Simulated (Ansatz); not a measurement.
# ZnS: Electric field gradients

The cell is a computed structure from the Materials Project (it need not be an observed phase), atoms as given.

```cif
data_structure
_symmetry_space_group_name_H-M 'P 1'
_symmetry_Int_Tables_number 1
_cell_length_a 37.8250
_cell_length_b 37.8250
_cell_length_c 37.8250
_cell_angle_alpha 5.848
_cell_angle_beta 5.848
_cell_angle_gamma 5.848
_cell_volume 486.90
loop_
_atom_site_label
_atom_site_type_symbol
_atom_site_fract_x
_atom_site_fract_y
_atom_site_fract_z
_atom_site_occupancy
Zn1 Zn 0.08334 0.08334 0.08334 1
Zn2 Zn 0.52779 0.52779 0.52779 1
Zn3 Zn 0.61112 0.61112 0.61112 1
Zn4 Zn 0.16667 0.16667 0.16667 1
Zn5 Zn 0.36113 0.36113 0.36113 1
Zn6 Zn 0.80555 0.80555 0.80555 1
Zn7 Zn 0.88888 0.88888 0.88888 1
Zn8 Zn 0.72222 0.72222 0.72222 1
Zn9 Zn 0.00000 0.00000 0.00000 1
Zn10 Zn 0.30556 0.30556 0.30556 1
Zn11 Zn 0.44445 0.44445 0.44445 1
Zn12 Zn 0.25001 0.25001 0.25001 1
S13 S 0.10416 0.10416 0.10416 1
S14 S 0.90971 0.90971 0.90971 1
S15 S 0.27082 0.27082 0.27082 1
S16 S 0.38194 0.38194 0.38194 1
S17 S 0.46527 0.46527 0.46527 1
S18 S 0.82638 0.82638 0.82638 1
S19 S 0.74305 0.74305 0.74305 1
S20 S 0.54860 0.54860 0.54860 1
S21 S 0.18750 0.18750 0.18750 1
S22 S 0.02084 0.02084 0.02084 1
S23 S 0.63196 0.63196 0.63196 1
S24 S 0.32637 0.32637 0.32637 1
```

Sites (sets of like atoms) are named by element and the number of their first atom in this list.

All values are calculated (Ansatz; DFT, PBE, plane waves and PAW (field gradients read without the response of the frozen cores, which leaves them typically 4 to 6 % off), scalar-relativistic, 420 eV cutoff, Γ-centred 8×8×8 k-points, Fermi–Dirac smearing 0.02 eV), not measured.

V_zz is the principal component of the electric field gradient with the largest magnitude, η = (V_xx − V_yy)/V_zz and C_Q = eQV_zz/h.

⁶⁷Zn: I = 5/2, Q = 122.0 mb; 33S: I = 3/2, Q = -69.40 mb. Q values from Pyykkö, Mol. Phys. 116, 1328 (2018).

```csv
site,atoms (order as listed),first shell,V_zz (10²¹ V/m²),η,C_Q (MHz)
Zn1,"1, 4",4 S at 2.36 Å,-0.080,0.00,-0.236
Zn2,"2, 11",4 S at 2.36 Å,-0.091,0.00,-0.268
Zn3,3,4 S at 2.36 Å,-0.18,0.00,-0.538
Zn5,5,4 S at 2.36 Å,-0.045,0.00,-0.132
Zn6,"6, 8",4 S at 2.36 Å,-0.070,0.00,-0.206
Zn7,7,4 S at 2.36 Å,-0.067,0.00,-0.197
Zn9,9,4 S at 2.36 Å,-0.17,0.00,-0.501
Zn10,10,4 S at 2.36 Å,-0.038,0.00,-0.113
Zn12,12,4 S at 2.36 Å,-0.095,0.00,-0.279
S13,"13, 18, 19, 21",4 Zn at 2.36 Å,<0.005,–,≈0
S14,14,4 Zn at 2.36 Å,0.005,0.00,-0.009
S15,15,4 Zn at 2.36 Å,0.053,0.00,-0.090
S16,16,4 Zn at 2.36 Å,-0.008,0.00,0.014
S17,17,4 Zn at 2.36 Å,-0.014,0.00,0.024
S20,20,4 Zn at 2.36 Å,-0.016,0.00,0.027
S22,22,4 Zn at 2.36 Å,0.13,0.00,-0.224
S23,23,4 Zn at 2.36 Å,0.13,0.00,-0.211
S24,24,4 Zn at 2.36 Å,0.049,0.00,-0.083
```

An axis of threefold or higher order runs through Zn1, Zn2, Zn3, Zn5, Zn6 and Zn7 and others, so V_zz lies along it and η is zero.

Hardware: 1 thread of Intel Xeon Platinum 8488C (Sapphire Rapids) (x86_64; 16 cores open to the job, memory cap 3.0 GiB, no GPU), a shared host with a load of 0.2 a core. Wall time 7.1 min, CPU time 7.1 min, peak memory 2.7 GiB.
